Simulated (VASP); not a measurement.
## A VASP 6.6.1 single-point calculation on BaS

INCAR

```
ENCUT = 250
ALGO = Normal
ISIF = 2
METAGGA = R2SCAN
SIGMA = 0.01
LCHARG = .FALSE.
PREC = Accurate
NSW = 0
IBRION = -1
ISMEAR = 0
EDIFF = 1E-7
LWAVE = .FALSE.
LASPH = .TRUE.
NELM = 120
LREAL = .FALSE.
NBANDS = 20
```

KPOINTS

```
KPOINTS created by Atomic Simulation Environment
0
Gamma
6 6 6
0 0 0
```

POSCAR

```
Ba S
 1.0000000000000000
     0.0000000000000000    3.5194117709000001    3.5194117709000001
     3.5194117709000001    0.0000000000000000    3.5194117709000001
     3.5194117709000001    3.5194117709000001    0.0000000000000000
 Ba  S
   1   1
Cartesian
  0.0000000000000000  0.0000000000000000  0.0000000000000000
  1.7597058854500001  1.7597058854500001  1.7597058854500001
```

The recommended PBE PAW datasets give the neutral cell 16 valence electrons.

Command

```
mpirun -np 1 vasp_std
```

OSZICAR

```
N       E                     dE             d eps       ncg     rms          rms(c)
DAV:   1     0.215965494008E+02    0.21597E+02   -0.40705E+03   640   0.380E+02
DAV:   2    -0.399646436677E+02   -0.61561E+02   -0.57688E+02   868   0.111E+02
DAV:   3    -0.433683264568E+02   -0.34037E+01   -0.33817E+01   788   0.248E+01
DAV:   4    -0.434515403894E+02   -0.83214E-01   -0.83152E-01   864   0.395E+00
DAV:   5    -0.434536687387E+02   -0.21283E-02   -0.21283E-02   808   0.559E-01    0.561E+00
DAV:   6    -0.385766307556E+02    0.48770E+01   -0.13748E+00   812   0.610E+00    0.405E+00
DAV:   7    -0.385849802545E+02   -0.83495E-02   -0.49696E-01   824   0.329E+00    0.324E+00
DAV:   8    -0.386031516937E+02   -0.18171E-01   -0.41737E-02   732   0.112E+00    0.171E+00
DAV:   9    -0.386151823752E+02   -0.12031E-01   -0.18135E-02   672   0.760E-01    0.881E-01
DAV:  10    -0.386146081230E+02    0.57425E-03   -0.40696E-04   772   0.117E-01    0.427E-01
DAV:  11    -0.386159751474E+02   -0.13670E-02   -0.11969E-03   660   0.175E-01    0.136E-01
DAV:  12    -0.386159187207E+02    0.56427E-04   -0.11260E-04   836   0.554E-02    0.898E-02
DAV:  13    -0.386159269770E+02   -0.82563E-05   -0.19423E-05   764   0.198E-02    0.575E-03
DAV:  14    -0.386159252541E+02    0.17229E-05   -0.37949E-06   876   0.107E-02    0.126E-02
DAV:  15    -0.386159250173E+02    0.23680E-06   -0.39570E-07   752   0.368E-03    0.424E-03
DAV:  16    -0.386159249801E+02    0.37133E-07   -0.31515E-08   472   0.954E-04
   1 F= -.38615925E+02 E0= -.38615925E+02  d E =-.115083E-30
```

From OUTCAR

```
k-points           NKPTS =     16   k-points in BZ     NKDIM =     16   number of bands    NBANDS=     20

   NELECT =      16.0000    total number of electrons

   dimension x,y,z NGX =    28 NGY =   28 NGZ =   28
   dimension x,y,z NGXF=    56 NGYF=   56 NGZF=   56

  energy-cutoff  :      250.00
  volume of cell :       87.18
      direct lattice vectors                 reciprocal lattice vectors
     0.000000000  3.519411771  3.519411771    -0.142069196  0.142069196  0.142069196
     3.519411771  0.000000000  3.519411771     0.142069196 -0.142069196  0.142069196
     3.519411771  3.519411771  0.000000000     0.142069196  0.142069196 -0.142069196

 k-points in reciprocal lattice and weights: KPOINTS created by Atomic Simulation Env
   0.00000000  0.00000000  0.00000000       0.005
   0.16666667  0.00000000  0.00000000       0.037
   0.33333333  0.00000000  0.00000000       0.037
   0.50000000  0.00000000  0.00000000       0.019
   0.16666667  0.16666667  0.00000000       0.028
   0.33333333  0.16666667  0.00000000       0.111
   0.50000000  0.16666667  0.00000000       0.111
  -0.33333333  0.16666667  0.00000000       0.111
   ...

 E-fermi :  -0.3395

 k-point     1 :       0.0000    0.0000    0.0000
  band No.  band energies     occupation
      1     -27.2543      2.00000
      2     -12.0086      2.00000
      3     -12.0086      2.00000
      4     -12.0086      2.00000
      5     -10.7811      2.00000
      6      -1.0962      2.00000
      7      -1.0962      2.00000
      8      -1.0962      2.00000
      9       2.6643      0.00000
     10       5.1371      0.00000
     11       5.1371      0.00000
     12       7.0511      0.00000
     13       7.0511      0.00000
     14       7.0511      0.00000
     15      10.2054      0.00000
     16      10.2054      0.00000
     17      10.2054      0.00000
     18      10.7382      0.00000
     19      13.9936      0.00000
     20      13.9936      0.00000

 k-point     2 :       0.1667    0.0000    0.0000
  band No.  band energies     occupation
      1     -27.2503      2.00000
      2     -12.2434      2.00000
      3     -12.0193      2.00000
      4     -12.0193      2.00000
      5     -10.5405      2.00000
      6      -1.1598      2.00000
      7      -1.0280      2.00000
      8      -1.0280      2.00000
      9       3.2364      0.00000
     10       4.9294      0.00000
     11       4.9294      0.00000
     12       6.7142      0.00000
     13       7.4679      0.00000
     14       7.4679      0.00000
     15       8.6925      0.00000
     16      10.1023      0.00000
     17      10.1023      0.00000
     18      11.6926      0.00000
     19      13.6431      0.00000
     20      13.6431      0.00000

 k-point     3 :       0.3333    0.0000    0.0000
  band No.  band energies     occupation
      1     -27.2422      2.00000
      2     -12.5727      2.00000
      3     -12.0398      2.00000
      4     -12.0398      2.00000
      5     -10.2063      2.00000
      6      -1.1140      2.00000
      7      -0.8966      2.00000
      8      -0.8966      2.00000
      9       4.1222      0.00000
     10       4.9668      0.00000
     11       4.9668      0.00000
     12       6.0721      0.00000
     13       7.1847      0.00000
     14       7.1847      0.00000
     15       7.7106      0.00000
     16      10.7823      0.00000
     17      10.7823      0.00000
     18      12.3906      0.00000
     19      13.4071      0.00000
     20      13.4071      0.00000

 ...

  Total       -0.0208500     -0.0208500     -0.0208500      0.0000000      0.0000000      0.0000000
  in kB       -0.3831570     -0.3831570     -0.3831570      0.0000000      0.0000000      0.0000000
  external PRESSURE =      -0.3831570 kB  Pullay stress =       0.0000000 kB

 POSITION                                       TOTAL-FORCE (eV/Angst)
 -----------------------------------------------------------------------------------
      0.00000      0.00000      0.00000         0.000000      0.000000      0.000000
      1.75971      1.75971      1.75971        -0.000000     -0.000000     -0.000000
 -----------------------------------------------------------------------------------
    total drift:                               -0.000001     -0.000001     -0.000001

  FREE ENERGIE OF THE ION-ELECTRON SYSTEM (eV)
  ---------------------------------------------------
  free  energy   TOTEN  =       -38.6159249801 eV

  energy  without entropy=      -38.6159249801  energy(sigma->0) =      -38.61592498
```

It converged. Results: gap between bands v and c on the k mesh 3.08 eV; least direct gap on the k mesh 3.68 eV; pressure 0.0 GPa. Band v is the last that the valence electrons fill when counted band by band, and c is the next.

For comparison, a separate r²SCAN run of the intended cell, on usual settings and not on those above, gives a gap of 3.08 eV on its mesh and a pressure of 0.4 GPa.

The run above took about 24 s on one core of a shared host (Intel Xeon 6975P-C) and held 0.16 GiB at most.
